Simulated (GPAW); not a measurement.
A run of GPAW 26.7.0 is set up as follows.

Contents of run.py:

```python
from ase.dft.bandgap import bandgap
from ase.io import read, write
from ase.units import Bohr, GPa
from gpaw import GPAW, PW
from gpaw.elf import elf_from_dft_calculation

atoms = read('POSCAR')

calc = GPAW(mode=PW(600),
            xc='revPBE',
            kpts={'size': (8, 8, 8), 'gamma': True},
            occupations={'name': 'fermi-dirac', 'width': 0.05},
            nbands=18,
            convergence={'density': 1e-05, 'energy': 1e-05},
            maxiter=150,
            txt='gpaw.txt')
atoms.calc = calc
energy = atoms.get_potential_energy()
forces = atoms.get_forces()
stress = atoms.get_stress()
calc.write('gs.gpw')
write('result.traj', atoms)
print(f'Energy: {energy:.6f} eV')
print('Forces (eV/A):')
print(forces.round(4))
print('Stress (GPa):', (stress / GPa).round(3))
print('Fermi level:', round(calc.get_fermi_level(), 4), 'eV')
print(f'Gap: {bandgap(calc)[0]:.4f} eV, direct: {bandgap(calc, direct=True)[0]:.4f} eV')

# fields on the real-space grid
write('density.cube', atoms, data=calc.get_pseudo_density() * Bohr**3)
write('potential.cube', atoms, data=calc.get_electrostatic_potential())
write('elf.cube', atoms, data=elf_from_dft_calculation(calc).data)

path = atoms.cell.bandpath('GXWKGLUWLK,UX', npoints=80, eps=1e-4)
bs_calc = calc.fixed_density(kpts=path, symmetry='off', nbands=30,
                             convergence={'bands': 'CBM+6.0', 'eigenstates': 1e-6}, txt='bands.txt')
bs = bs_calc.band_structure()
bs.write('bs.json')
print(f'Gap on the path: {bandgap(bs_calc)[0]:.4f} eV')
```

POSCAR

```
GaSb
1.0
    0.0000000000      3.0590000000      3.0590000000
    3.0590000000      0.0000000000      3.0590000000
    3.0590000000      3.0590000000      0.0000000000
Sb Ga
1 1
Direct
    0.7500000000      0.7500000000      0.7500000000
    0.0000000000      0.0000000000      0.0000000000
```

Potentials or basis: the program's PAW data sets (release 1.2.1) made for this functional, pw.

Command:

```sh
$ OMP_NUM_THREADS=1 python run.py
```

Problem. Estimate the band gap on the k mesh.

Solution. 0.16 eV, direct.

Problem. What does it give for the pressure?

Solution. 3.5 GPa.

Problem. Estimate the band gap along the path.

Solution. 0.16 eV, direct.

Levels at the corners of the path, in eV from the valence-band top:
| point | band 7 | band 8 | band 9 | band 10 | band 11 | band 12 |
| --- | --- | --- | --- | --- | --- | --- |
| Γ | 0.00 | 0.00 | 0.00 | 0.16 | 2.83 | 2.83 |
| X | -6.74 | -2.55 | -2.55 | 0.99 | 1.34 | 8.78 |
| W | -6.60 | -3.33 | -3.09 | 3.75 | 4.41 | 4.49 |
| K | -6.55 | -3.58 | -2.17 | 1.49 | 3.96 | 6.70 |
| Γ | 0.00 | 0.00 | 0.00 | 0.16 | 2.83 | 2.83 |
| L | -6.30 | -1.14 | -1.14 | 0.50 | 3.80 | 3.80 |
| U | -6.55 | -3.58 | -2.17 | 1.49 | 3.96 | 6.70 |
| W | -6.60 | -3.33 | -3.09 | 3.75 | 4.41 | 4.49 |
| L | -6.30 | -1.14 | -1.14 | 0.50 | 3.80 | 3.80 |
| K | -6.55 | -3.58 | -2.17 | 1.49 | 3.96 | 6.70 |
| U | -6.55 | -3.58 | -2.17 | 1.49 | 3.96 | 6.70 |
| X | -6.74 | -2.55 | -2.55 | 0.99 | 1.34 | 8.78 |

Caveat: spin-orbit coupling is left out, which moves the levels of the heavy elements.

**What was measured.**

A printed reference work, data compilation reports, for a bulk crystal of GaSb at 4.2 K: band gap 0.811 eV (direct).

A measured gap of GaSb is 0.811 eV (direct; 4.2 K; a printed reference work, data compilation); the calculated 0.16 eV misses it by -0.65 eV. Spin-orbit coupling on Ga, Sb is left out. The value is that of revPBE, without temperature or zero-point motion. Semilocal functionals fall short of measured gaps as a rule.
